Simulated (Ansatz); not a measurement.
# CsBr under changes of volume

One of the cells (40.468 Å³/atom); the others are scaled copies at fixed shape and fractional positions:

```
CELL_PARAMETERS angstrom
4.32562 0.00000 0.00000
0.00000 4.32562 0.00000
0.00000 0.00000 4.32562
ATOMIC_POSITIONS crystal
Cs 0.00000 0.00000 0.00000
Br 0.50000 0.50000 0.50000
```

The cell comes from a database or a generator and needn't be the stable form of this composition.

| Quantity | Value |
| --- | --- |
| Program | Ansatz 0.2.0 |
| Functional | HSE06 |
| Potentials or basis | Ansatz PAW |
| Cutoff | 420 eV (not typed: the program's choice for these potentials) |
| k mesh | 4 × 4 × 4 |
| Occupations | fermi-dirac, width 0.05 eV |
| Spin | no spin polarisation |

| volume (Å³/atom) | energy over the lowest point (meV/atom) | pressure (GPa) | gap on the mesh (eV) |
| --- | --- | --- | --- |
| 38.040 | 13.33 | 1.4 | 5.85 |
| 38.850 | 7.35 | 1.0 | 5.76 |
| 39.659 | 3.29 | 0.6 | 5.68 |
| 40.468 | 0.91 | 0.3 | 5.59 |
| 41.278 | 0.00 | 0.0 | 5.51 |
| 42.087 | 0.41 | -0.2 | 5.43 |
| 42.896 | ? | ? | ? |

Problem. What does the run at 42.896 Å³/atom give?

Solution. Energy over the lowest point 2.01 meV/atom; pressure -0.4 GPa; gap on the mesh 5.35 eV.

Worked out: A Birch-Murnaghan fit of order 3 (a polynomial in V^(-2/3)) to the other rows has its minimum at 41.42 Å³/atom with B0 = V·E''(V) = 12.9 GPa and B' = 5.5. It gives 1.96 meV/atom at 42.896 Å³/atom, against the run's 2.01, and -dE/dV = -0.4 GPa, against -0.4. A straight line through the other rows of the gap, of slope -4.16 eV per unit of ln V, extrapolates to 5.35 eV, against the run's 5.35.

Energies are extrapolated to zero smearing.

Caveats: spin-orbit coupling is left out, which moves the levels of the heavy elements; the PAW data sets come from PBE, with cores solved anew for the run's functional, which leaves a small shift of forces and pressure; the thresholds are loose for stress.
